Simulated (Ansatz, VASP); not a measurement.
Cs in VASP and in Ansatz

The input INCAR:

```
SYSTEM = Cs
PREC     = Accurate       ! precision mode
ENCUT    = 520            ! plane-wave cutoff, eV
EDIFF    = 1E-6           ! SCF threshold, eV
ISMEAR   = -1             ! smearing method
SIGMA    = 0.05           ! smearing width, eV
LREAL    = .False.        ! projectors in reciprocal space
LASPH    = .True.         ! aspherical terms in the spheres
NELM     = 100            ! most SCF steps
ALGO     = Fast           ! electronic algorithm
ISIF     = 2              ! what is computed and relaxed
LWAVE    = .False.        ! write WAVECAR
LCHARG   = .False.        ! write CHGCAR
GGA      = PE             ! functional
NBANDS   = 10             ! bands
```

The input KPOINTS:

```
Automatic mesh
0
Gamma
  9 9 9
  0 0 0
```

File POSCAR:

```
Cs
1.0
   -2.9620500000      2.9620500000      3.0225000000
    2.9620500000     -2.9620500000      3.0225000000
    3.0829500000      3.0829500000     -3.0225000000
Cs
1
Direct
    0.0000000000      0.0000000000      0.0000000000
```

Input for Ansatz:

```yaml
crystal:
  lattice:
    - [-2.96205, 2.96205, 3.0225]
    - [2.96205, -2.96205, 3.0225]
    - [3.08295, 3.08295, -3.0225]
  atoms:
    - { symbol: Cs, position: [0.0, 0.0, 0.0] }
kpoints:
  mp_grid: { grid: [9, 9, 9] }
scf:
  occupations: { method: fermi_dirac, width: 0.05 }
hamiltonian:
  xc: pbe
  pseudopotentials: { kind: all_electron, lapw: { basis_error: 0.0005 } }
output:
  forces: true
  stress: true
  eigenvalues: true
```

Change from the starting cell: xy shear strain of +4 %.

Alike in both runs: task single point; functional PBE; k mesh 9 × 9 × 9; occupations fermi-dirac, width 0.05 eV; no spin polarisation.

```csv
,VASP,Ansatz
version,VASP 6.6.1,Ansatz 0.2.0
potentials or method,"VASP PAW PBE potentials, release 64 (Cs_sv)","all-electron LAPW, scalar-relativistic"
plane-wave cutoff (eV),520,see its input
```

```csv
,VASP,Ansatz,Ansatz less VASP
pressure (GPa),0.1,0.1,+0.01
largest component of the traceless stress (GPa),0.07,0.07,0.000
```

Ansatz ran all-electron here, so the differences hold the error of VASP's frozen core and of both bases.

Spin-orbit coupling is left out, which matters for the levels of Cs.
